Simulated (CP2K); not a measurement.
Ge:

```
Ge
1.0
     2.71047    0.00000    0.00000
     0.00000    2.71047    0.00000
     0.00000    0.00000    2.71047
Ge
1
Cartesian
  0.0000 0.0000 0.0000
```

The cell was built by a generator and needn't be a form met in nature.

Base run:

* Program: CP2K 2026.2
* Functional: PBEsol
* Potentials or basis: POTENTIAL_UZH Ge GTH-PBE-q4; TZVP-MOLOPT-PBE-GTH basis
* Density cutoff: 9184 eV
* k mesh: 10 × 10 × 10
* Occupations: fermi-dirac, width 0.05 eV
* Spin: no spin polarisation

Its results: band gap on the k mesh none (metal or under the smearing width); pressure -0.6 GPa.

The run is repeated on the same cell with these changes: functional from PBEsol to optB88-vdW. What comes out?

Band gap on the k mesh none (metal or under the smearing width); pressure 3.1 GPa.

Caveats: the potentials were made for another functional, which shifts forces and pressure; the basis of atomic orbitals isn't converged, which shifts pressures, moduli and gaps.

Not every run made on this cell is shown here.
